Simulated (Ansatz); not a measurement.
# MgS under changes of volume

One of the cells (22.740 Å³/atom); the others are scaled copies at fixed shape and fractional positions:

```
CELL_PARAMETERS angstrom
0.00000 2.83312 2.83312
2.83312 0.00000 2.83312
2.83312 2.83312 0.00000
ATOMIC_POSITIONS crystal
S 0.25000 0.25000 0.25000
Mg 0.00000 0.00000 0.00000
```

The cell comes from a database or a generator and needn't be the stable form of this composition.

- Program: Ansatz 0.2.0
- Functional: r2SCAN
- Potentials or basis: Ansatz PAW
- Cutoff: 500 eV (not typed: the program's choice for these potentials)
- k mesh: 8 × 8 × 8
- Occupations: fermi-dirac, width 0.05 eV
- Spin: no spin polarisation

```csv
volume (Å³/atom),energy over the lowest point (meV/atom),pressure (GPa),gap on the mesh (eV)
21.376,15.68,4.0,4.27
21.831,6.46,2.5,4.29
22.285,?,?,?
22.740,0.00,-0.1,4.13
23.195,2.01,-1.3,4.03
23.650,7.07,-2.3,3.92
24.105,14.89,-3.2,3.83
```

Question: What does the run at 22.285 Å³/atom give?

Answer: Energy over the lowest point 1.37 meV/atom; pressure 1.1 GPa; gap on the mesh 4.24 eV.

Worked out: A Birch-Murnaghan fit of order 3 (a polynomial in V^(-2/3)) to the other rows has its minimum at 22.69 Å³/atom with B0 = V·E''(V) = 60 GPa and B' = 4.0. It gives 1.37 meV/atom at 22.285 Å³/atom, against the run's 1.37, and -dE/dV = 1.1 GPa, against 1.1. A parabola through the other rows of the gap, of slope -3.09 eV per unit of ln V there, gives 4.20 eV, against the run's 4.24.

Energies are extrapolated to zero smearing.

Caveats: the PAW data sets come from PBE, with cores solved anew for the run's functional, which leaves a small shift of forces and pressure.

A mesh can miss the band edges.
